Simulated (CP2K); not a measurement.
TiAl3 under changes of volume

One of the cells (15.634 Å³/atom); the others are scaled copies at fixed shape and fractional positions:

```
CELL_PARAMETERS angstrom
5.06249 0.00000 0.00000
2.17669 4.57065 0.00000
-3.61959 -2.28532 2.70271
ATOMIC_POSITIONS crystal
Ti 0.00000 0.00000 0.00000
Al 0.25000 0.75000 0.50000
Al 0.75000 0.25000 0.50000
Al 0.50000 0.50000 0.00000
```

The cell comes from a database or a generator and needn't be the stable form of this composition.

- Program: CP2K 2026.2
- Functional: PBEsol
- Potentials or basis: POTENTIAL_UZH Ti GTH-PBE-q12, Al GTH-PBE-q3; TZVP-MOLOPT-PBE-GTH basis
- Density cutoff: 6123 eV
- k mesh: 10 × 10 × 10
- Occupations: fermi-dirac, width 0.05 eV
- Spin: no spin polarisation

```csv
volume (Å³/atom),energy over the lowest point (meV/atom),pressure (GPa)
14.696,26.91,8.7
15.009,12.76,5.8
15.322,3.95,3.2
15.634,0.00,0.9
15.947,0.44,-1.3
16.260,?,?
16.572,12.88,-5.0
```

Question: What does the run at 16.260 Å³/atom give?

Answer: Energy over the lowest point 4.86 meV/atom; pressure -3.2 GPa.

Worked out: A Birch-Murnaghan fit of order 3 (a polynomial in V^(-2/3)) to the other rows has its minimum at 15.76 Å³/atom with B0 = V·E''(V) = 109 GPa and B' = 3.9 at fixed shape and positions, which overstates the stiffness. It gives 4.86 meV/atom at 16.260 Å³/atom, against the run's 4.86, and -dE/dV = -3.2 GPa, against -3.2.

Energies are extrapolated to zero smearing.

Caveats: the potentials were made for another functional, which shifts forces and pressure; the basis of atomic orbitals isn't converged, which shifts pressures, moduli and gaps.
